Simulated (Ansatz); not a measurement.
## TaN: strain energy, fitted

TaN, P-6m2, a = 2.924 Å, c = 2.871 Å. This isn't the usual stable structure of the compound. Ansatz: PBEsol, PAW, 420 eV, Γ-centred 24×24×18 mesh on 2 atoms, Gaussian smearing 0.10 eV; no spin polarisation. Series: shear of c along a, cell held, atoms relaxed; x is the strain in per cent (engineering shear). y is the free energy over the unstrained cell, V0 = 10.628 Å³/atom. Symmetry makes y even in x.

```
x (%) y (meV/atom)
  0.0          0.00
  1.5          1.91
  3.0          7.62
  4.5         17.10
  6.0         30.31
  9.0             ?
```

Q: Fit y = c2 x² + c4 x⁴ to the other rows, turn c2 into a modulus, and predict the missing energy.

A: Least squares on the rows shown. y = 0.84794 x² − 0.00016695 x⁴. In eV per unit strain² c2 is 8.479; this is the shear stiffness (E = ½ C V0 γ²): 2 × 8.479 × 160.2 / (10.628) = 256 GPa. At x = 9.0 the fit asked for gives 67.59 meV/atom. The run gave 67.64 meV/atom, so the fit is 0.05 meV/atom too low, a small miss on the scale of the series. The form still works here, 50 % of the fitted range beyond its end.

Spin–orbit coupling is left out, which can shift energies with elements as heavy as these.